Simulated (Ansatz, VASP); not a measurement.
## CoO in VASP and in Ansatz

File INCAR:

```
SYSTEM = CoO
  PREC = Accurate
  ENCUT = 520
  EDIFF = 1E-6
  ISMEAR = 0
  SIGMA = 0.1
  LREAL = .False.
  LASPH = .True.
  NELM = 150
  ALGO = Normal
  ISIF = 2
  LWAVE = .False.
  LCHARG = .False.
  ISPIN = 2
  MAGMOM = 3 3 0 0
  LORBIT = 11
  LMAXMIX = 4
  GGA = PS
  NBANDS = 27
```

File KPOINTS:

```
Automatic mesh
0
Gamma
  6 6 4
  0 0 0
```

POSCAR

```
CoO
1.0
    3.4161313181      0.0000000000      0.0000000000
   -1.7080656590      2.9584565041      0.0000000000
    0.0000000000      0.0000000000      5.4708164998
Co O
2 2
Direct
    0.3333333333      0.6666666667      0.0000000000
    0.6666666667      0.3333333333      0.5000000000
    0.3333333333      0.6666666667      0.3821000000
    0.6666666667      0.3333333333      0.8821000000
```

Input for Ansatz:

```yaml
crystal:
  lattice:
    - [3.4161313181, 0.0, 0.0]
    - [-1.708065659, 2.9584565041, 0.0]
    - [0.0, 0.0, 5.4708164998]
  atoms:
    - { symbol: Co, position: [0.3333333333, 0.6666666667, 0.0], spin: 3.0 }
    - { symbol: Co, position: [0.6666666667, 0.3333333333, 0.5], spin: 3.0 }
    - { symbol: O, position: [0.3333333333, 0.6666666667, 0.3821] }
    - { symbol: O, position: [0.6666666667, 0.3333333333, 0.8821] }
basis:
  ecutwfc: 420
kpoints:
  mp_grid: { grid: [6, 6, 4] }
hamiltonian:
  xc: pbesol
scf:
  occupations: { method: gaussian, width: 0.1 }
  lower_state_search: "off"
output:
  forces: true
  stress: true
  eigenvalues: true
  populations: true
magnetization:
  spin_polarized: true
```

Alike in both runs: task single point; functional PBEsol; k mesh 6 × 6 × 4; occupations gaussian, width 0.1 eV; collinear spin.

|  | VASP | Ansatz |
| --- | --- | --- |
| version | VASP 6.6.1 | Ansatz 0.2.0 |
| potentials or method | VASP PAW PBE potentials, release 64 (Co, O) | scalar-relativistic, plane waves, PAW |
| plane-wave cutoff (eV) | 520 | 420 |
| valence electrons in the cell | 30 | 46 |

VASP gave:

| Quantity | Value |
| --- | --- |
| gap on the k mesh at the Fermi level (eV) | none |
| pressure (GPa) | -21.6 |
| largest component of the traceless stress (GPa) | 0.31 |
| rms of the force components (eV/Å) | 0.063 |
| net moment per atom (μB) | 1.50 |
| size of the moment on the site where the two differ most (μB) | 2.57 |

Q: Which values does Ansatz return?

A: gap on the k mesh at the Fermi level (eV): none; pressure (GPa): -21.5; largest component of the traceless stress (GPa): 0.32; rms of the force components (eV/Å): 0.062; net moment per atom (μB): 1.50; size of the moment on the site where the two differ most (μB): 2.44.

Site moments also hang on the region over which each program counts them. Atom by atom the forces differ by 0.001 eV/Å (rms over components). A gap of «none» marks a metal or a gap that the smearing closes. The two sets of potentials don't hold the same shells in valence.

Caveats: so large a pressure means that the cell lies far from this level's equilibrium, or that cutoff or potentials fall short (VASP); the potentials were made for another functional, which shifts forces and pressure (VASP); semilocal functionals often make such compounds metallic where correlation or magnetic order opens a gap, which also shifts bond lengths.
